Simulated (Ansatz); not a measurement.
SiC (Moissanite) under changes of volume

One of the cells (10.341 Å³/atom); the others are scaled copies at fixed shape and fractional positions:

```
Si C
1.0
     3.07600    0.00000    0.00000
    -1.53800    2.66389    0.00000
     0.00000    0.00000    5.04800
Si C
2 2
Direct
  0.66667 0.33333 0.50000
  0.33333 0.66667 0.00000
  0.66667 0.33333 0.88500
  0.33333 0.66667 0.38500
```

| Item | Value |
| --- | --- |
| Program | Ansatz 0.2.0 |
| Functional | LDA |
| Potentials or basis | JTH PAW LDA |
| Cutoff | 780 eV |
| Density cutoff | 3900 eV |
| k mesh | 10 × 10 × 5 |
| Occupations | fermi-dirac, width 0.05 eV |
| Spin | no spin polarisation |

| volume (Å³/atom) | energy over the lowest point (meV/atom) | pressure (GPa) | gap on the mesh (eV) | largest force (eV/Å) |
| --- | --- | --- | --- | --- |
| 9.721 | 13.51 | 10.6 | 2.27 | 0.838 |
| 9.927 | ? | ? | ? | ? |
| 10.134 | 0.00 | 0.2 | 2.34 | 0.768 |
| 10.341 | 2.69 | -4.3 | 2.37 | 0.736 |
| 10.548 | 10.87 | -8.3 | 2.40 | 0.705 |
| 10.755 | 24.05 | -12.0 | 2.42 | 0.676 |
| 10.961 | 41.73 | -15.3 | 2.38 | 0.649 |

Question: What does the run at 9.927 Å³/atom give?

Answer: Energy over the lowest point 3.39 meV/atom; pressure 5.1 GPa; gap on the mesh 2.30 eV; largest force 0.802 eV/Å.

Worked out: A Birch-Murnaghan fit of order 3 (a polynomial in V^(-2/3)) to the other rows has its minimum at 10.14 Å³/atom with B0 = V·E''(V) = 230 GPa and B' = 3.8 at fixed shape and positions, which overstates the stiffness. It gives 3.44 meV/atom at 9.927 Å³/atom, against the run's 3.39, and -dE/dV = 5.2 GPa, against 5.1. A parabola through the other rows of the gap, of slope 2.07 eV per unit of ln V there, gives 2.31 eV, against the run's 2.30.

Energies are extrapolated to zero smearing.

Caveats: odd divisions of the mesh miss points on the zone boundary, where band edges often lie, so the gap on the mesh can be too wide.

A mesh can miss the band edges.
